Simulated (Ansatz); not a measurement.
C4H6 can be A, `C1[C@H]2C[C@@H]12`, or B, `C=C=CC`.

Gas-phase electronic energies from Ansatz, PBE0-D4/def2-TZVP geometries. CCSD(T)/CBS is the MP2 limit (def2-TZVPP, def2-QZVPP) plus CCSD(T) − MP2 in def2-TZVPP, frozen cores. DFT in def2-TZVPP. B3LYP here is the variant with VWN-RPA as its local correlation; programs differ in this.

**Question.** Which isomer does CCSD(T)/CBS put lower? Give the gap. (An estimate is asked.)

**Answer.** The calculation gave: B, by 14.0 kcal/mol.

**Question.** Give E(B) − E(A) in kcal/mol with PBE0-D4, r2SCAN-D4, HF/def2-TZVPP, B3LYP-D4, PBE-D4, CCSD(T)/def2-SVP, B2PLYP. (Best estimate.)

**Answer.** The calculation gave: PBE0-D4 -9.3, r2SCAN-D4 -13.0, HF/def2-TZVPP -19.9, B3LYP-D4 -19.8, PBE-D4 -12.6, CCSD(T)/def2-SVP -12.4, B2PLYP -16.8. None reverses the order clearly.

**Question.** Does the order hold for the free energy at 298.15 K (harmonic terms from PBE0-D4)? (Estimate.)

**Answer.** Ansatz gave: Yes: G(B) − G(A) = -17.0 kcal/mol.

Largest T1 diagnostic: 0.011.

At CCSD(T), def2-SVP lies +1.6 kcal/mol from the extrapolated value and def2-TZVPP −0.2 kcal/mol. From r2SCAN to r2SCAN0 (25 % exact exchange), in def2-TZVPP and without D4, E(B) − E(A) moves by +3.1 kcal/mol.
